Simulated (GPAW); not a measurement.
**BN: single point with PBE**

BN:

```
N B
1.0
     1.25112    0.72234    3.37293
    -1.25112    0.72234    3.37293
     0.00000   -1.44467    3.37293
N B
1 1
Direct
  0.66724 0.66724 0.66724
  0.00033 0.00033 0.00033
```

The cell is a database's computed one.

```yaml
Program: GPAW 26.7.0
Task: single point
Functional: PBE
Potentials_or_basis: GPAW PAW data sets (gpaw-data 1.2.1)
Cutoff: 1200 eV
Basis: pw
k_mesh: 9 × 9 × 9
Occupations: fermi-dirac, width 0.05 eV
Spin: no spin polarisation
```

| Quantity | Value |
| --- | --- |
| Pressure | 3.7 GPa |
| Largest force | 0.003 eV/Å |
| Band gap on the k mesh | 4.38 eV, indirect (least direct gap 4.70 eV) |

Forces in eV/Å, atoms in the order of the input:
```
N    0.000  0.000 -0.003
B    0.000  0.000  0.003
```

Stress tensor (GPa, compression positive):
```
4.36 0.00 0.00
0.00 4.36 0.00
0.00 0.00 2.32
```

Levels at points of the mesh, in eV from the valence-band top:
```tsv
k point	band 1	band 2	band 3	band 4	band 5	band 6	band 7
(0.00, 0.00, 0.00)	-17.77	-4.18	-1.29	-1.29	5.18	11.70	11.70
```

Run time: 76 s on 1 thread of Intel(R) Xeon(R) Platinum 8259CL CPU @ 2.50GHz (Skylake/Cascade Lake) (shared host), peak memory 0.21 GiB.

Caveat: an odd mesh through Γ misses points on the zone boundary, where band edges often lie; the program warned that so skewed a cell can give wrong results.
